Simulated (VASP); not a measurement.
Input and output of a VASP PBE single-point calculation on HfO₂ (strained fluorite)

INCAR

```
SIGMA = 0.02
LREAL = .FALSE.
ISIF = 2
EDIFF = 1E-7
ENCUT = 520
IBRION = -1
LASPH = .TRUE.
LWAVE = .FALSE.
NELM = 120
ISMEAR = -1
NSW = 0
PREC = Accurate
LCHARG = .FALSE.
NBANDS = 18
GGA = PE
```

KPOINTS

```
KPOINTS created by Atomic Simulation Environment
0
Gamma
8 8 8
0 0 0
```

KPOINTS_OPT

```
special points
7
Reciprocal
0.0000000000 0.0000000000 0.0000000000 1
0.5000000000 0.0000000000 0.5000000000 1
0.6250000000 0.2500000000 0.6250000000 1
0.3750000000 0.3750000000 0.7500000000 1
0.5000000000 0.5000000000 0.5000000000 1
0.5000000000 0.2500000000 0.7500000000 1
0.0000000000 0.5000000000 0.5000000000 1
```

POSCAR

```
Hf O
 1.0000000000000000
    -0.1418349394000000    2.4885146726000000    2.4885146726000000
     2.4885146726000000   -0.1418349394000000    2.4885146726000000
     2.4885146726000000    2.4885146726000000   -0.1418349394000000
 Hf  O
   1   2
Cartesian
  0.0000000000000000  0.0000000000000000  0.0000000000000000
  1.2313548265665535  1.2313548265665535  1.2313548265665535
  3.6038395792334463  3.6038395792334463  3.6038395792334459
```

VASP ran with the recommended PBE PAW datasets (22 valence electrons in the cell).

Command

```
mpirun -np 1 vasp_std
```

From OUTCAR

```
k-points           NKPTS =     65   k-points in BZ     NKDIM =     65   number of bands    NBANDS=     18

   NELECT =      22.0000    total number of electrons

   dimension x,y,z NGX =    28 NGY =   28 NGZ =   28
   dimension x,y,z NGXF=    56 NGYF=   56 NGZF=   56

  energy-cutoff  :      520.00
  volume of cell :       33.45
      direct lattice vectors                 reciprocal lattice vectors
    -0.141834939  2.488514673  2.488514673    -0.184512760  0.195664839  0.195664839
     2.488514673 -0.141834939  2.488514673     0.195664839 -0.184512760  0.195664839
     2.488514673  2.488514673 -0.141834939     0.195664839  0.195664839 -0.184512760

 k-points in reciprocal lattice and weights: KPOINTS created by Atomic Simulation Env
   0.00000000  0.00000000  0.00000000       0.002
   0.12500000  0.00000000 -0.00000000       0.012
   0.25000000  0.00000000 -0.00000000       0.012
   0.37500000  0.00000000  0.00000000       0.012
   0.50000000  0.00000000 -0.00000000       0.006
   0.12500000  0.12500000 -0.00000000       0.012
   0.25000000  0.12500000  0.00000000       0.023
   0.37500000  0.12500000 -0.00000000       0.023
   ...

 E-fermi :   4.4235

 k-point     1 :       0.0000    0.0000    0.0000
  band No.  band energies     occupation
      1     -25.7645      2.00000
      2     -25.7645      2.00000
      3     -25.7462      2.00000
      4     -14.5245      2.00000
      5     -11.6161      2.00000
      6      -1.2188      2.00000
      7      -1.2188      2.00000
      8      -0.9264      2.00000
      9       3.3395      2.00000
     10       3.5050      2.00000
     11       3.5050      2.00000
     12       7.8768      0.00000
     13       7.8768      0.00000
     14       9.6596      0.00000
     15      13.8624      0.00000
     16      13.8624      0.00000
     17      14.4331      0.00000
     18      17.2755      0.00000

 k-point     2 :       0.1250    0.0000   -0.0000
  band No.  band energies     occupation
      1     -25.8193      2.00000
      2     -25.7686      2.00000
      3     -25.7549      2.00000
      4     -14.3407      2.00000
      5     -11.7650      2.00000
      6      -1.0708      2.00000
      7      -0.8910      2.00000
      8      -0.7478      2.00000
      9       2.9956      2.00000
     10       3.1785      2.00000
     11       3.2215      2.00000
     12       8.0794      0.00000
     13       8.1664      0.00000
     14      10.2723      0.00000
     15      13.2148      0.00000
     16      13.5732      0.00000
     17      14.1178      0.00000
     18      17.1224      0.00000

 k-point     3 :       0.2500    0.0000   -0.0000
  band No.  band energies     occupation
      1     -25.9546      2.00000
      2     -25.7784      2.00000
      3     -25.7683      2.00000
      4     -13.8940      2.00000
      5     -12.0834      2.00000
      6      -0.6859      2.00000
      7      -0.5285      2.00000
      8       0.1006      2.00000
      9       2.1134      2.00000
     10       2.6526      2.00000
     11       2.7656      2.00000
     12       8.3352      0.00000
     13       8.6692      0.00000
     14      10.9707      0.00000
     15      12.6494      0.00000
     16      13.0862      0.00000
     17      13.6906      0.00000
     18      16.3796      0.00000

 k-point     4 :       0.3750    0.0000    0.0000
  band No.  band energies     occupation
      1     -26.0846      2.00000
      2     -25.7882      2.00000
      3     -25.7810      2.00000
      4     -13.4635      2.00000
      5     -12.3276      2.00000
      6      -0.2493      2.00000
      7      -0.2414      2.00000
      8       0.9677      2.00000
      9       1.3592      2.00000
     10       2.1788      2.00000
     11       2.5356      2.00000
     12       8.2934      0.00000
     13       8.9040      0.00000
     14      10.5768      0.00000
     15      12.8236      0.00000
     16      13.2398      0.00000
     17      13.4850      0.00000
     18      15.7987      0.00000

 k-point     5 :       0.5000    0.0000   -0.0000
  band No.  band energies     occupation
      1     -26.1369      2.00000
      2     -25.7923      2.00000
      3     -25.7863      2.00000
      4     -13.3097      2.00000
      5     -12.3871      2.00000
      6      -0.1344      2.00000
      7      -0.0470      2.00000
      8       1.0086      2.00000
      9       1.3543      2.00000
     10       1.9980      2.00000
     11       2.5093      2.00000
     12       8.1937      0.00000
     13       8.9079      0.00000
     14      10.5150      0.00000
     15      12.7716      0.00000
     16      13.0578      0.00000
     17      13.5012      0.00000
     18      15.9790      0.00000

 k-point     6 :       0.1250    0.1250   -0.0000
  band No.  band energies     occupation
      1     -25.8232      2.00000
      2     -25.7825      2.00000
      3     -25.7667      2.00000
      4     -14.2598      2.00000
      5     -11.8317      2.00000
      6      -1.0506      2.00000
      7      -0.9087      2.00000
      8      -0.4729      2.00000
      9       2.1938      2.00000
     10       3.4175      2.00000
     11       3.5131      2.00000
     12       8.0776      0.00000
     13       8.2455      0.00000
     14      10.4919      0.00000
     15      13.2797      0.00000
     16      13.4133      0.00000
     17      13.9688      0.00000
     18      17.2389      0.00000

 k-point     7 :       0.2500    0.1250    0.0000
  band No.  band energies     occupation
      1     -25.9324      2.00000
      2     -25.7932      2.00000
      3     -25.7794      2.00000
      4     -13.8778      2.00000
      5     -12.1046      2.00000
      6      -0.7481      2.00000
      7      -0.6073      2.00000
      8       0.2973      2.00000
      9       1.2191      2.00000
     10       3.1569      2.00000
     11       3.2591      2.00000
     12       8.3479      0.00000
     13       8.5705      0.00000
     14      11.2121      0.00000
     15      12.6008      0.00000
     16      12.9704      0.00000
     17      13.6919      0.00000
     18      16.8213      0.00000

 k-point     8 :       0.3750    0.1250   -0.0000
  band No.  band energies     occupation
      1     -26.0571      2.00000
      2     -25.8094      2.00000
      3     -25.7919      2.00000
      4     -13.4200      2.00000
      5     -12.3725      2.00000
      6      -0.3762      2.00000
      7      -0.2655      2.00000
      8       0.5412      2.00000
      9       1.2713      2.00000
     10       2.6272      2.00000
     11       2.8689      2.00000
     12       8.4216      0.00000
     13       8.8710      0.00000
     14      10.8454      0.00000
     15      12.4578      0.00000
     16      13.0481      0.00000
     17      13.8205      0.00000
     18      16.1185      0.00000

 k-point     9 :       0.5000    0.1250    0.0000
  band No.  band energies     occupation
      1     -26.1203      2.00000
      2     -25.8291      2.00000
      3     -25.7958      2.00000
      4     -13.1981      2.00000
      5     -12.4476      2.00000
      6      -0.3671      2.00000
      7       0.0162      2.00000
      8       0.3929      2.00000
      9       1.8982      2.00000
     10       2.2966      2.00000
     11       2.5908      2.00000
     12       8.3052      0.00000
     13       8.9624      0.00000
     14      10.5377      0.00000
     15      12.2593      0.00000
     16      13.1568      0.00000
     17      13.9641      0.00000
     18      16.1042      0.00000

 k-point    10 :      -0.3750    0.1250    0.0000
  band No.  band energies     occupation
      1     -26.0895      2.00000
      2     -25.8405      2.00000
      3     -25.7886      2.00000
      4     -13.2799      2.00000
      5     -12.3988      2.00000
      6      -0.5308      2.00000
      7       0.0712      2.00000
      8       0.6671      2.00000
      9       1.6895      2.00000
     10       2.0309      2.00000
     11       2.8339      2.00000
     12       8.1997      0.00000
     13       9.0633      0.00000
     14      10.5498      0.00000
     15      12.1526      0.00000
     16      13.2253      0.00000
     17      14.0115      0.00000
     18      16.1416      0.00000

 k-point    11 :      -0.2500    0.1250    0.0000
  band No.  band energies     occupation
      1     -25.9836      2.00000
      2     -25.8335      2.00000
      3     -25.7751      2.00000
      4     -13.6307      2.00000
      5     -12.2284      2.00000
      6      -0.7392      2.00000
      7      -0.2149      2.00000
      8       0.8423      2.00000
      9       1.3496      2.00000
     10       2.0742      2.00000
     11       3.2542      2.00000
     12       8.1765      0.00000
     13       8.9820      0.00000
     14      10.9388      0.00000
     15      12.1615      0.00000
     16      13.3455      0.00000
     17      13.5398      0.00000
     18      16.6007      0.00000

 ...

  Total       -1.1129057     -1.1129057     -1.1129057      0.7685813      0.7685813      0.7685813
  in kB      -53.3001033    -53.3001033    -53.3001033     36.8094659     36.8094659     36.8094659
  external PRESSURE =     -53.3001033 kB  Pullay stress =       0.0000000 kB

 POSITION                                       TOTAL-FORCE (eV/Angst)
 -----------------------------------------------------------------------------------
      0.00000      0.00000      0.00000        -0.000000     -0.000000     -0.000000
      1.23135      1.23135      1.23135         0.009088      0.009088      0.009088
      3.60384      3.60384      3.60384        -0.009088     -0.009088     -0.009088
 -----------------------------------------------------------------------------------
    total drift:                               -0.000000     -0.000000      0.000000

  FREE ENERGIE OF THE ION-ELECTRON SYSTEM (eV)
  ---------------------------------------------------
  free  energy   TOTEN  =       -30.1703700531 eV

  energy  without entropy=      -30.1703700531  energy(sigma->0) =      -30.17037005
```

```yaml
gap_between_bands_v_and_c: 3.78 eV
least_direct_gap: 3.78 eV
pressure: -5.3 GPa
```

Band v is the last that the valence electrons fill when counted band by band, and c is the next.

The run took about 32 s on one core of a shared host (Intel Xeon Platinum 8488C) and held 0.2 GiB at most.
